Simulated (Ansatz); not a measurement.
Ba under changes of volume

One of the cells (62.989 Å³/atom); the others are scaled copies at fixed shape and fractional positions:

```
Ba
1.0
    -2.50650    2.50650    2.50650
     2.50650   -2.50650    2.50650
     2.50650    2.50650   -2.50650
Ba
1
Cartesian
  0.0000 0.0000 0.0000
```

| Property | Result |
| --- | --- |
| Program | Ansatz 0.2.0 |
| Functional | PBE |
| Potentials or basis | SSSP efficiency PAW |
| Cutoff | 408 eV |
| Density cutoff | 4082 eV |
| k mesh | 8 × 8 × 8 |
| Occupations | fermi-dirac, width 0.05 eV |
| Spin | no spin polarisation |

```csv
volume (Å³/atom),energy over the lowest point (meV/atom),pressure (GPa)
59.209,?,?
60.469,3.02,0.4
61.729,0.71,0.2
62.989,0.00,0.0
64.249,0.76,-0.2
65.508,2.86,-0.3
66.768,6.16,-0.5
```

Problem. What does the run at 59.209 Å³/atom give?

Solution. Energy over the lowest point 7.04 meV/atom; pressure 0.6 GPa.

Worked out: A Birch-Murnaghan fit of order 3 (a polynomial in V^(-2/3)) to the other rows has its minimum at 62.94 Å³/atom with B0 = V·E''(V) = 9.3 GPa and B' = 3.7. It gives 7.11 meV/atom at 59.209 Å³/atom, against the run's 7.04, and -dE/dV = 0.6 GPa, against 0.6.

Energies are extrapolated to zero smearing.
